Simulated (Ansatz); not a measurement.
# Ti2O: the cost of one run

Computed with Ansatz 0.2.0 (DFT PBEsol, scalar-relativistic, plane waves, PAW, unless a step's input says otherwise).

1 further run of the same task is left out (set aside as unsound or not needed).

**1. Starting point**

It takes space group P6_3/mmc (No. 194, hexagonal). Conventional cell: a = 3.347 Å, b = 3.347 Å, c = 11.664 Å, α = 90.00°, β = 90.00°, γ = 120.00°. Around Hf (site symmetry 3m) lie 3 S at 2.60 Å. S (site symmetry -6m2) has 6 Hf at 2.60 Å as nearest neighbours.

Coordinates:

```cif
data_structure
_symmetry_space_group_name_H-M 'P6_3/mmc'
_symmetry_Int_Tables_number 194
_cell_length_a 3.3465
_cell_length_b 3.3465
_cell_length_c 11.6642
_cell_angle_alpha 90.000
_cell_angle_beta 90.000
_cell_angle_gamma 120.000
_cell_volume 113.13
loop_
_atom_site_label
_atom_site_type_symbol
_atom_site_symmetry_multiplicity
_atom_site_Wyckoff_symbol
_atom_site_fract_x
_atom_site_fract_y
_atom_site_fract_z
_atom_site_occupancy
Hf1 Hf 4 f 0.66667 0.33333 0.89862 1
S1 S 2 b 0.00000 0.00000 0.75000 1
```

It goes back to an entry of the Materials Project, which need not be the stable form.

It is the result of an earlier relaxation at this level (volume 18.85 Å³/atom; gap on the mesh: none (metal)).

**2. Swap Hf → Ti, S → O**

The start of Ti2O: fractional positions of relaxed Hf2S, cell scaled by 0.894, a guess from tabulated radii. Atoms that may carry a moment start with parallel spins.

**3. Quick check of gap, pressure and forces (Ti2O)**

The input, input.yaml:

```yaml
crystal:
  lattice:
    - [2.993194234, 0.0, 0.0]
    - [-1.496597117, 2.5921822451, 0.0]
    - [0.0, 0.0, 10.4326908261]
  atoms:
    - { symbol: Ti, position: [0.6666666667, 0.3333333333, 0.8986176343], spin: 1.0 }
    - { symbol: Ti, position: [0.3333333333, 0.6666666667, 0.3986176343], spin: 1.0 }
    - { symbol: Ti, position: [0.6666666667, 0.3333333333, 0.6013823657], spin: 1.0 }
    - { symbol: Ti, position: [0.3333333333, 0.6666666667, 0.1013823657], spin: 1.0 }
    - { symbol: O, position: [0.0, 0.0, 0.75] }
    - { symbol: O, position: [0.0, 0.0, 0.25] }
basis:
  ecutwfc: 420
kpoints:
  mp_grid: { grid: [6, 6, 2] }
hamiltonian:
  xc: pbesol
scf:
  occupations: { method: gaussian, width: 0.1 }
  lower_state_search: "off"
output:
  forces: true
  stress: true
  eigenvalues: true
  populations: true
magnetization:
  spin_polarized: true
```

Run with:

```console
> ansatz run input.yaml --threads 1 --pin off --max-ram 2560MiB --backend cpu --events-out ev --progress --plain --runs-dir out
```

**Question.** How long does this run take on 1 thread of Intel Xeon Platinum 8259CL at 2.50GHz (Skylake/Cascade Lake), shared host, and how much memory does it need?

About 10 s, with a peak of 0.47 GiB.
